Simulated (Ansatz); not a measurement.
Runs of Ansatz 0.2.0 on MnSb. The structure is hexagonal, space group P6_3/mmc (No. 194). The conventional cell has a = 4.150 Å, b = 4.150 Å, c = 5.780 Å, α = 90.00°, β = 90.00°, γ = 120.00°. Sb (site symmetry -6m2) is surrounded by 6 Mn at 2.80 Å. Mn (site symmetry -3m) is surrounded by 6 Sb at 2.80 Å and 2 Mn at 2.89 Å. 

```tsv
task	level	U	smearing	points for each segment of the path	hubbard projectors	double counting	gap on the mesh (eV)	pressure (GPa)	moment (μB)
band structure	LDA+U	Mn d U = 2 eV	fermi-dirac 0.05 eV	14	ortho-atomic (the default)	fll (the default)	none	-3.9	7.54
band structure	LDA+U	Mn d U = 6 eV	fermi-dirac 0.05 eV	14	ortho-atomic (the default)	fll (the default)	none	(c)	8.23
single point	PBE	-	gaussian 0.016 eV	-	-	-	none	-3.4	6.69
band structure	LDA+U	Mn d U = 5 eV	fermi-dirac 0.05 eV	14	ortho-atomic (the default)	fll (the default)	none	(a)	8.19
band structure	LDA+U	Mn d U = 3 eV	fermi-dirac 0.05 eV	14	ortho-atomic (the default)	fll (the default)	none	-1.0	(b)
```

Alike in all rows: potentials or basis Ansatz PAW; spin collinear, ferromagnetic start; cell as given; k mesh 7 × 7 × 5; cutoff (eV) 420.

Task: Fill in the values left out.

Result: (a) 3.3; (b) 7.87; (c) 4.8.

Caveats: only a ferromagnetic start was run, and an antiferromagnetic order may lie lower in energy; the magnetic or orbital state may not be the lowest (some runs); spin-orbit coupling is left out, which moves the levels of the heavy elements (some runs); the PAW data sets come from PBE, with cores solved anew for the run's functional, which leaves a small shift of forces and pressure (some runs); the U is typed as a test and isn't derived for this compound (some runs).

A k mesh can miss the band edges, and the runs leave out spin-orbit coupling on Sb.

A gap of «none» marks a metal or a gap under the smearing width.
